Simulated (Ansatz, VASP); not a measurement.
# AlN in VASP and in Ansatz

```xyz
4
Lattice="3.0986 0.0000 0.0000 -1.5493 2.6835 0.0000 0.0000 0.0000 4.4149" Properties=species:S:1:pos:R:3 pbc="T T T"
Al    0.0000    1.7890   -0.0795
Al    1.5493    0.8945    2.1280
N     0.0000    1.7890    1.7792
N     1.5493    0.8945    3.9867
```

Alike in both runs: functional PBE; k mesh 9 × 9 × 6; occupations gaussian, width 0.05 eV; no spin polarisation.

Ansatz relaxed the structure, and its values are those at the end. VASP's run is a single point on that final structure, the one shown.

|  | VASP | Ansatz |
| --- | --- | --- |
| version | VASP 6.6.1 | Ansatz 0.2.0 |
| potentials or method | VASP PAW PBE potentials, release 64 (Al, N) | scalar-relativistic, plane waves, PAW |
| plane-wave cutoff (eV) | 520 | 520 |
| valence electrons in the cell | 16 | 16 |

|  | VASP | Ansatz | Ansatz less VASP |
| --- | --- | --- | --- |
| gap on the k mesh at the Fermi level (eV) | 4.41 | 4.39 | -0.016 |
| least direct gap on the mesh (eV) | 4.41 | 4.39 | -0.016 |

With one functional, cell and mesh, what is left measures potentials, basis and numerics. Ansatz warned: «stress_scf_threshold_loose».

Caveats: an odd mesh through Γ misses points on the zone boundary, where band edges often lie.
